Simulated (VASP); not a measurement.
Si2W, 3 atoms in the cell. It takes space group I4/mmm (No. 139, tetragonal). Conventional cell: a = 3.214 Å, b = 3.214 Å, c = 7.830 Å, α = 90.00°, β = 90.00°, γ = 90.00°. Around Si (site symmetry 4mm) lie 5 Si at 2.59 to 2.63 Å and 5 W at 2.62 Å. W (site symmetry 4/mmm) has 10 Si at 2.62 Å as nearest neighbours. 

- Program: VASP 6.6.1
- Task: relaxation of cell and atoms
- Functional: PBE
- Potentials or basis: VASP PAW PBE potentials, release 64 (Si, W_sv)
- Cutoff: 520 eV
- k mesh: 4 × 4 × 4
- Occupations: gaussian, width 0.1 eV
- Spin: no spin polarisation
- Further INCAR settings: ALGO = Normal; EDIFF = 1e-07; IBRION = 2; EDIFFG = -0.002; NSW = 80; ISIF = 3

Potentials or basis: VASP PAW PBE potentials, release 64 (Si, W_sv).

Launch:

```console
$ cat potpaw_PBE.64/Si/POTCAR potpaw_PBE.64/W_sv/POTCAR > POTCAR
$ mpirun -np 1 vasp_std > vasp.out
```

Hardware: 1 thread of Intel(R) Xeon(R) 6975P-C (Granite Rapids), on a shared host.

Question: How long does it take, and how much memory?

Answer: It took 46 s on 1 thread of Intel(R) Xeon(R) 6975P-C (Granite Rapids), with other jobs on the host, peak memory 0.21 GiB. Counts: scf iterations 90, k points 13, ion steps 13.
